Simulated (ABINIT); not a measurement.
# FeO (Wuestite) (Fm-3m) in ABINIT: a series of runs

The runs below take FeO (Wuestite) through relaxation of cell and atoms, single point, with PBE.

Everything below comes from runs of ABINIT 10.8.3 (patched build). Logs are shortened: lines on timing, memory, paths and dates and some standing lists are left out, and cuts for length are marked. The log counts tension as positive stress, the text compression.

## 1. Starting point

Symmetry: Fm-3m, No. 225, cubic system. The conventional cell has a = 4.311 Å, b = 4.311 Å, c = 4.311 Å, α = 90.00°, β = 90.00°, γ = 90.00°. Around Fe (site symmetry m-3m) lie 6 O at 2.16 Å. Around O (site symmetry m-3m) lie 6 Fe at 2.16 Å.

## 2. Relaxation of cell and atoms, PBE, collinear spin, ferromagnetic start

Contents of run.abi:

```
# Pseudopotentials
pp_dirpath "./"
pseudos "Fe.upf, O.upf"

# Structure
acell 3*1.0 Angstrom
rprim
     0.0000000000     2.1554000000     2.1554000000
     2.1554000000     0.0000000000     2.1554000000
     2.1554000000     2.1554000000     0.0000000000
ntypat 2
znucl 26 8
natom 2
typat 1 2
chkprim 0
chksymtnons 0
tolsym 1.0e-6
xred
            0.0            0.0            0.0
            1/2            1/2            1/2

# Plane-wave basis
ecut 46.0
ecutsm 0.5

# k points
kptopt 1
ngkpt 8 8 8
nshiftk 1
shiftk 0.0 0.0 0.0

# Exchange and correlation
ixc 11

# Bands and occupations
nband 16
occopt 3
tsmear 0.05 eV

# Spin
nsppol 2
spinat
     0.0000000000     0.0000000000     3.0000000000
     0.0000000000     0.0000000000     0.0000000000

# SCF cycle
nstep 80
tolvrs 1.0e-12

# Output
iomode 3
prteig 0
prtebands 0
prtwf 0
prtden 0

# Relaxation
ionmov 2
optcell 2
ntime 50
tolmxf 2.0e-5
dilatmx 1.08
```

Potentials or basis: PseudoDojo NC SR PBE v0.4.1 standard.

Launch:

```
$ abinit run.abi > log 2>&1
```

run.abo:

```text
.Version 10.8.3 of ABINIT
 Symmetries : space group Fm -3 m (#225); Bravais cF (face-center cubic)
================================================================================
 Values of the parameters that define the memory need of the present run
     intxc =       0    ionmov =       2      iscf =       7    lmnmax =       6
     lnmax =       6     mgfft =      40  mpssoang =       3    mqgrid =    3001
     natom =       2  nloc_mem =       1    nspden =       2   nspinor =       1
    nsppol =       2      nsym =      48    n1xccc =    2501    ntypat =       2
    occopt =       3   xclevel =       2
       mpw =        2573          nfft =       64000          nkpt =          29
================================================================================
================================================================================

--------------------------------------------------------------------------------
------------- Echo of variables that govern the present computation ------------
--------------------------------------------------------------------------------
 -outvars: echo values of preprocessed input variables --------
            acell      1.8897261259E+00  1.8897261259E+00  1.8897261259E+00 Bohr
              amu      5.58470000E+01  1.59994000E+01
          chkprim           0
      chksymtnons           0
          dilatmx      1.08000000E+00
             ecut      4.60000000E+01 Hartree
           ecutsm      5.00000000E-01 Hartree
           ionmov           2
              ixc          11
         kptrlatt        8    0    0      0    8    0      0    0    8
          kptrlen      4.60820436E+01
            natom           2
            nband          16
            ngfft          40      40      40
             nkpt          29
           nspden           2
           nsppol           2
            nstep          80
             nsym          48
            ntime          50
           ntypat           2
           occopt           3
          optcell           2
           prtden           0
        prtebands           0
           prteig           0
            prtwf           0
            rprim      0.0000000000E+00  2.1554000000E+00  2.1554000000E+00
                       2.1554000000E+00  0.0000000000E+00  2.1554000000E+00
                       2.1554000000E+00  2.1554000000E+00  0.0000000000E+00
          spgroup         225
           spinat      0.0000000000E+00  0.0000000000E+00  3.0000000000E+00
                       0.0000000000E+00  0.0000000000E+00  0.0000000000E+00
           tolmxf      2.00000000E-05
           tolsym      1.00000000E-06
           tolvrs      1.00000000E-12
           tsmear      1.83746611E-03 Hartree
            typat      1  2
           xangst      0.0000000000E+00  0.0000000000E+00  0.0000000000E+00
                       2.1554000000E+00  2.1554000000E+00  2.1554000000E+00
            xcart      0.0000000000E+00  0.0000000000E+00  0.0000000000E+00
                       4.0731156918E+00  4.0731156918E+00  4.0731156918E+00
             xred      0.0000000000E+00  0.0000000000E+00  0.0000000000E+00
                       5.0000000000E-01  5.0000000000E-01  5.0000000000E-01
            znucl       26.00000    8.00000

================================================================================

 chkinp: Checking input parameters for consistency.

================================================================================
== DATASET  1 ==================================================================

--- !DatasetInfo
iteration_state: {dtset: 1, }
dimensions: {natom: 2, nkpt: 29, mband: 16, nsppol: 2, nspinor: 1, nspden: 2, mpw: 2573, }
cutoff_energies: {ecut:  46.0, pawecutdg:  -1.0, }
electrons: {nelect:   2.20000000E+01, charge:   0.00000000E+00, occopt:   3.00000000E+00, tsmear:   1.83746611E-03, }
meta: {optdriver: 0, ionmov: 2, optcell: 2, iscf: 7, paral_kgb: 0, }
...

 Exchange-correlation functional for the present dataset will be:
  GGA: Perdew-Burke-Ernzerhof functional - ixc=11
  J.P.Perdew, K.Burke, M.Ernzerhof, PRL 77, 3865 (1996)

 Real(R)+Recip(G) space primitive vectors, cartesian coordinates (Bohr,Bohr^-1):
 R(1)=  0.0000000  4.0731157  4.0731157  G(1)= -0.1227561  0.1227561  0.1227561
 R(2)=  4.0731157  0.0000000  4.0731157  G(2)=  0.1227561 -0.1227561  0.1227561
 R(3)=  4.0731157  4.0731157  0.0000000  G(3)=  0.1227561  0.1227561 -0.1227561
 Unit cell volume ucvol=  1.3514819E+02 bohr^3
 Angles (23,13,12)=  6.00000000E+01  6.00000000E+01  6.00000000E+01 degrees

 getcut: wavevector=  0.0000  0.0000  0.0000  ngfft=  40  40  40
         ecut(hartree)=     53.654   => boxcut(ratio)=   2.10596

--- Pseudopotential description ------------------------------------------------
- pspini: atom type   1  psp file is ./Fe.upf
  26.00000  16.00000  171031                  znucl, zion, pspdat
12 -101130 2 -1 1426                          pspcod,pspxc,lmax,lloc,mmax
     nproj     2     2     2

- pspini: atom type   2  psp file is ./O.upf
   8.00000   6.00000  171031                  znucl, zion, pspdat
12 -101130 2 -1 936                           pspcod,pspxc,lmax,lloc,mmax
     nproj     2     2     1

   4.66357594E+02                                ecore*ucvol(ha*bohr**3)
--------------------------------------------------------------------------------

================================================================================

=== [ionmov= 2] Broyden-Fletcher-Goldfarb-Shanno method (forces)
================================================================================

--- Iteration: ( 1/50) Internal Cycle: (1/1)
--------------------------------------------------------------------------------

---SELF-CONSISTENT-FIELD CONVERGENCE--------------------------------------------

--- !BeginCycle
iteration_state: {dtset: 1, itime: 1, icycle: 1, }
solver: {iscf: 7, nstep: 80, nline: 4, wfoptalg: 0, }
tolerances: {tolvrs: 1.00E-12, }
...
[... 178 lines left out ...]
  0.00000000000000E+00  0.00000000000000E+00  0.00000000000000E+00
 Scale of Primitive Cell (acell) [bohr]
  5.75531679735464E+00  5.75531679735464E+00  5.75531679735464E+00
 Real space primitive translations (rprimd) [bohr]
  0.00000000000000E+00  4.06962353528631E+00  4.06962353528631E+00
  4.06962353528631E+00  0.00000000000000E+00  4.06962353528631E+00
  4.06962353528631E+00  4.06962353528631E+00  0.00000000000000E+00
 Unitary Cell Volume (ucvol) [Bohr^3]=  1.34800872858820E+02
 Angles (23,13,12)= [degrees]
  6.00000000000000E+01  6.00000000000000E+01  6.00000000000000E+01
 Lengths [Bohr]
  5.75531679735464E+00  5.75531679735464E+00  5.75531679735464E+00
 Stress tensor in cartesian coordinates (strten) [Ha/bohr^3]
  1.27080120031244E-05  0.00000000000000E+00  0.00000000000000E+00
  0.00000000000000E+00  1.27080120031278E-05  0.00000000000000E+00
  0.00000000000000E+00  0.00000000000000E+00  1.27080120031382E-05
 Total energy (etotal) [Ha]= -1.41864688826436E+02

 Difference of energy with previous step (new-old):
           Absolute (Ha)=-7.16792E-06
           Relative     =-5.05264E-08

--- Iteration: ( 3/50) Internal Cycle: (1/1)
--------------------------------------------------------------------------------

---SELF-CONSISTENT-FIELD CONVERGENCE--------------------------------------------

--- !BeginCycle
iteration_state: {dtset: 1, itime: 3, icycle: 1, }
solver: {iscf: 7, nstep: 80, nline: 4, wfoptalg: 0, }
tolerances: {tolvrs: 1.00E-12, }
...
[... 73 lines left out ...]
  0.00000000000000E+00  0.00000000000000E+00  0.00000000000000E+00
 Scale of Primitive Cell (acell) [bohr]
  5.75138062173124E+00  5.75138062173124E+00  5.75138062173124E+00
 Real space primitive translations (rprimd) [bohr]
  0.00000000000000E+00  4.06684023881106E+00  4.06684023881106E+00
  4.06684023881106E+00  0.00000000000000E+00  4.06684023881106E+00
  4.06684023881106E+00  4.06684023881106E+00  0.00000000000000E+00
 Unitary Cell Volume (ucvol) [Bohr^3]=  1.34524482979690E+02
 Angles (23,13,12)= [degrees]
  6.00000000000000E+01  6.00000000000000E+01  6.00000000000000E+01
 Lengths [Bohr]
  5.75138062173123E+00  5.75138062173123E+00  5.75138062173123E+00
 Stress tensor in cartesian coordinates (strten) [Ha/bohr^3]
 -6.22258548611809E-08  0.00000000000000E+00  0.00000000000000E+00
  0.00000000000000E+00 -6.22258548577115E-08  0.00000000000000E+00
  0.00000000000000E+00  0.00000000000000E+00 -6.22258548646504E-08
 Total energy (etotal) [Ha]= -1.41864690574643E+02

 Difference of energy with previous step (new-old):
           Absolute (Ha)=-1.74821E-06
           Relative     =-1.23231E-08

 At Broyd/MD step   3, gradients are converged :
  max grad (force/stress) = 6.2226E-06 < tolmxf= 2.0000E-05 ha/bohr (free atoms)

================================================================================

 ----iterations are completed or convergence reached----

 Mean square residual over all n,k,spin=   10.880E-18; max=  10.840E-16
 reduced coordinates (array xred) for    2 atoms
       0.000000000000      0.000000000000      0.000000000000
       0.500000000000      0.500000000000      0.500000000000
 rms dE/dt=  0.0000E+00; max dE/dt=  0.0000E+00; dE/dt below (all hartree)
    1       0.000000000000      0.000000000000      0.000000000000
    2       0.000000000000      0.000000000000      0.000000000000

 cartesian coordinates (angstrom) at end:
    1      0.00000000000000     0.00000000000000     0.00000000000000
    2      2.15207917330213     2.15207917330213     2.15207917330213

 cartesian forces (hartree/bohr) at end:
    1     -0.00000000000000    -0.00000000000000    -0.00000000000000
    2     -0.00000000000000    -0.00000000000000    -0.00000000000000
 frms,max,avg= 0.0000000E+00 0.0000000E+00   0.000E+00  0.000E+00  0.000E+00 h/b

 cartesian forces (eV/Angstrom) at end:
    1     -0.00000000000000    -0.00000000000000    -0.00000000000000
    2     -0.00000000000000    -0.00000000000000    -0.00000000000000
 frms,max,avg= 0.0000000E+00 0.0000000E+00   0.000E+00  0.000E+00  0.000E+00 e/A
 length scales=  5.751380621731  5.751380621731  5.751380621731 bohr
              =  3.043499554185  3.043499554185  3.043499554185 angstroms
 Fermi (or HOMO) energy (hartree) =   0.38716   Average Vxc (hartree)=  -0.46423
 Magnetization (Bohr magneton)=  4.00216731E+00
 Total spin up =  1.30010837E+01   Total spin down =  8.99891635E+00
 Eigenvalues (hartree) for nkpt=  29  k points, SPIN UP:
 kpt#   1, nband= 16, wtk=  0.00195, kpt=  0.0000  0.0000  0.0000 (reduced coord)
  -2.91750   -1.67352   -1.67352   -1.67352   -0.37986    0.23556    0.23556    0.23556
   0.24017    0.24017    0.24017    0.24171    0.24171    0.38676    0.94500    1.00732
      occupation numbers for kpt#   1
   1.00000    1.00000    1.00000    1.00000    1.00000    1.00000    1.00000    1.00000
   1.00000    1.00000    1.00000    1.00000    1.00000    0.55504    0.00000    0.00000
 prteigrs : prtvol=0 or 1, do not print more k-points.

 Eigenvalues (hartree) for nkpt=  29  k points, SPIN DOWN:
 kpt#   1, nband= 16, wtk=  0.00195, kpt=  0.0000  0.0000  0.0000 (reduced coord)
  -2.77412   -1.52336   -1.52336   -1.52336   -0.36062    0.26121    0.26121    0.26121
   0.35959    0.35959    0.35959    0.39615    0.39615    0.41343    0.94210    1.04162
      occupation numbers for kpt#   1
   1.00000    1.00000    1.00000    1.00000    1.00000    1.00000    1.00000    1.00000
   1.00000    1.00000    1.00000    0.00748    0.00748    0.00000    0.00000    0.00000
 prteigrs : prtvol=0 or 1, do not print more k-points.

--- !EnergyTerms
iteration_state     : {dtset: 1, itime: 3, icycle: 1, }
comment             : Components of total free energy in Hartree
kinetic             :  6.90945090119678E+01
hartree             :  3.75201537728715E+01
xc                  : -2.20248496183290E+01
Ewald energy        : -9.51603916450194E+01
psp_core            :  3.46671166094031E+00
local_psp           : -1.25005405117247E+02
non_local_psp       : -9.75494131808203E+00
internal            : -1.41864213252898E+02
'-kT*entropy'       : -4.77321744942124E-04
total_energy        : -1.41864690574643E+02
total_energy_eV     : -3.86033488989320E+03
band_energy         : -1.32290456914730E+01
...

 Cartesian components of stress tensor (hartree/bohr^3)
  sigma(1 1)= -6.22258549E-08  sigma(3 2)=  0.00000000E+00
  sigma(2 2)= -6.22258549E-08  sigma(3 1)=  0.00000000E+00
  sigma(3 3)= -6.22258549E-08  sigma(2 1)=  0.00000000E+00

-Cartesian components of stress tensor (GPa)         [Pressure=  1.8307E-03 GPa]
- sigma(1 1)= -1.83074786E-03  sigma(3 2)=  0.00000000E+00
- sigma(2 2)= -1.83074786E-03  sigma(3 1)=  0.00000000E+00
- sigma(3 3)= -1.83074786E-03  sigma(2 1)=  0.00000000E+00

== END DATASET(S) ==============================================================
================================================================================

 -outvars: echo values of variables after computation  --------
            acell      5.7513806217E+00  5.7513806217E+00  5.7513806217E+00 Bohr
           etotal     -1.4186469057E+02
            fcart     -0.0000000000E+00 -0.0000000000E+00 -0.0000000000E+00
                      -0.0000000000E+00 -0.0000000000E+00 -0.0000000000E+00
            rprim      0.0000000000E+00  7.0710678119E-01  7.0710678119E-01
                       7.0710678119E-01  0.0000000000E+00  7.0710678119E-01
                       7.0710678119E-01  7.0710678119E-01  0.0000000000E+00
           strten     -6.2225854861E-08 -6.2225854858E-08 -6.2225854865E-08
                       0.0000000000E+00  0.0000000000E+00  0.0000000000E+00
           xangst      0.0000000000E+00  0.0000000000E+00  0.0000000000E+00
                       2.1520791733E+00  2.1520791733E+00  2.1520791733E+00
             xred      0.0000000000E+00  0.0000000000E+00  0.0000000000E+00
                       5.0000000000E-01  5.0000000000E-01  5.0000000000E-01
 Calculation completed.
```

It took 4.5 min on 1 thread of Arm Neoverse V1, shared host; peak memory 0.12 GiB.

What came out:

```yaml
Free_energy: -3860.3349 eV
Relaxed_volume: 9.97 Å³/atom
Relaxed_cell: a = 3.043 Å, b = 3.043 Å, c = 3.043 Å, α = 60.00°, β = 60.00°, γ = 60.00°
Space_group_after_relaxing_to_0.05_Å: Fm-3m (No. 225)
Energy_gained_by_relaxing: 0.1 meV/atom
Ionic_steps: 3
Pressure_after_relaxing: 0.0 GPa
Band_gap_on_the_k_mesh: none (metal or under the smearing width)
Net_moment: 4.00 μB per cell
Site_moments: Fe +3.56; O +0.33 μB
```

The path:
```
step  energy change (eV)  largest force (eV/Å)  pressure (GPa)  volume (Å³)
   1              0.0000                0.0000           -0.84        20.03
   2             -0.0002                0.0000           -0.37        19.98
   3             -0.0002                0.0000            0.00        19.93
```

Final structure:
```xyz
2
Lattice="0.0000 2.1521 2.1521 2.1521 0.0000 2.1521 2.1521 2.1521 0.0000" Properties=species:S:1:pos:R:3 pbc="T T T"
Fe    0.0000    0.0000    0.0000
O     2.1521    2.1521    2.1521
```

Caveat: a cell with one magnetic atom can't hold antiferromagnetic order, which such compounds often take; semilocal functionals often make such compounds metallic where correlation or magnetic order opens a gap, which also shifts bond lengths. With open d or f shells a metallic result of PBE can be an artefact of self-interaction; +U or a hybrid may open a gap.

## 3. Single point, PBE, collinear spin, ferromagnetic start (cell relaxed)

Contents of run.abi:

```
pp_dirpath "./"
pseudos "Fe.upf, O.upf"

acell 3*1.0 Angstrom
rprim
     0.0000000000     2.1520791700     2.1520791700
     2.1520791700     0.0000000000     2.1520791700
     2.1520791700     2.1520791700     0.0000000000
ntypat 2
znucl 26 8
natom 2
typat 1 2
xred
     0.0000000000     0.0000000000     0.0000000000
     0.5000000000     0.5000000000     0.5000000000
chkprim 0
chksymtnons 0
tolsym 1.0e-6

ecut 46.0

kptopt 1
ngkpt 8 8 8
nshiftk 1
shiftk 0.0 0.0 0.0

ixc 11

nband 16
occopt 3
tsmear 0.00183747

nsppol 2
spinat
     0.0000000000     0.0000000000     3.0000000000
     0.0000000000     0.0000000000     0.0000000000

nstep 100
tolvrs 1.0e-10

iomode 3
prtwf 0
prtden 0
prteig 0
prtebands 0
enunit 2
```

Potentials or basis: PseudoDojo NC SR PBE v0.4.1 standard.

Launch:

```
$ abinit run.abi > log 2>&1
```

It took 77 s on 1 thread of Arm Neoverse V1, shared host; peak memory 0.1 GiB.

Results (log left out):

- Free energy: -3860.3349 eV
- Pressure: 0.0 GPa
- Band gap on the k mesh: none (metal or under the smearing width)
- Net moment: 4.00 μB per cell
- Site moments: Fe +3.56; O +0.33 μB
- Valence electrons inside the program's atomic spheres: Fe 13.88; O 6.22

Levels at points of the mesh, in eV from the Fermi level:
Spin up:
| k point | band 11 | band 12 | band 13 | band 14 | band 15 | band 16 |
| --- | --- | --- | --- | --- | --- | --- |
| (0.00, 0.00, 0.00) | -4.00 | -3.96 | -3.96 | -0.01 | 15.18 | 16.88 |
| (0.50, 0.00, 0.00) | -2.73 | -0.57 | -0.57 | 3.95 | 8.35 | 12.43 |
| (0.50, 0.50, 0.00) | -3.07 | -3.05 | -3.05 | 5.21 | 8.58 | 10.60 |
Spin down:
```csv
k point,band 6,band 7,band 8,band 9,band 10,band 11,band 12,band 13
"(0.00, 0.00, 0.00)",-3.43,-3.43,-3.43,-0.75,-0.75,-0.75,0.24,0.24
"(0.50, 0.00, 0.00)",-8.20,-5.29,-5.29,0.41,0.41,0.59,2.83,2.83
"(0.50, 0.50, 0.00)",-7.08,-4.61,-4.61,-2.18,0.76,0.76,0.80,1.21
```

Caveat: a cell with one magnetic atom can't hold antiferromagnetic order, which such compounds often take; semilocal functionals often make such compounds metallic where correlation or magnetic order opens a gap, which also shifts bond lengths.
